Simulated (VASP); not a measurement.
Here is a VASP 6.6.1 calculation.

INCAR

```
SYSTEM = Ta
PREC = Accurate
ENCUT = 520
EDIFF = 1E-7
ISMEAR = 1
SIGMA = 0.1
LREAL = .FALSE.
LASPH = .TRUE.
NELM = 80
ALGO = Normal
ISIF = 2
LWAVE = .FALSE.
LCHARG = .FALSE.
GGA = PE
ICORELEVEL = 1
KPAR = 2
```

The input KPOINTS:

```
Automatic mesh
0
G
  12 12 1
  0 0 0
```

The input POSCAR:

```
Ta                                      
1.0
    1.6600000000      2.3475945135      0.0000000000
   -1.6600000000      2.3475945135      0.0000000000
    0.0000000000      0.0000000000     32.7807561083
  Ta            
     9
Direct
     0.0000000000000000    0.0000000000000000    0.2170242349654540
     0.5000000000000000    0.5000000000000000    0.2856536626625208
     0.0000000000000000    0.0000000000000000    0.3570206860944406
     0.5000000000000000    0.5000000000000000    0.4285065495497968
     0.0000000000000000    0.0000000000000000    0.5000000000000000
     0.5000000000000000    0.5000000000000000    0.5714934504502035
     0.0000000000000000    0.0000000000000000    0.6429793139055594
     0.5000000000000000    0.5000000000000000    0.7143463373374792
     0.0000000000000000    0.0000000000000000    0.7829757650345459
```

Potentials or basis: VASP PAW PBE potentials, release 64 (Ta_pv).

Run with:

```console
$ cat potpaw_PBE.64/Ta_pv/POTCAR > POTCAR
$ mpirun -np 2 vasp_std > vasp.out
```

Task: What does it give for the band gap on the k mesh?

Result: None (metal or under the smearing width).

Core levels (eV, on the scale of the bands):
```tsv
atom	levels
1 Ta	1s -67335.9, 2s -11561.6, 2p -10128.8, 3s -2643.1, 3p -2217.2, 3d -1720.9, 4s -533.2, 4p -393.5, 4d -214.9, 4f -17.5, 5s -65.6
2 Ta	1s -67335.3, 2s -11561.0, 2p -10128.2, 3s -2642.6, 3p -2216.6, 3d -1720.4, 4s -532.7, 4p -393.0, 4d -214.4, 4f -17.0, 5s -65.2
3 Ta	1s -67335.3, 2s -11561.0, 2p -10128.2, 3s -2642.6, 3p -2216.6, 3d -1720.3, 4s -532.6, 4p -393.0, 4d -214.3, 4f -17.0, 5s -65.2
4 Ta	1s -67335.3, 2s -11561.0, 2p -10128.2, 3s -2642.6, 3p -2216.6, 3d -1720.3, 4s -532.6, 4p -392.9, 4d -214.3, 4f -17.0, 5s -65.2
5 Ta	1s -67335.3, 2s -11561.0, 2p -10128.2, 3s -2642.6, 3p -2216.6, 3d -1720.3, 4s -532.6, 4p -392.9, 4d -214.3, 4f -17.0, 5s -65.2
6 Ta	1s -67335.3, 2s -11561.0, 2p -10128.2, 3s -2642.6, 3p -2216.6, 3d -1720.3, 4s -532.6, 4p -392.9, 4d -214.3, 4f -17.0, 5s -65.2
```

Spin-orbit coupling is left out, which matters for the levels of Ta.
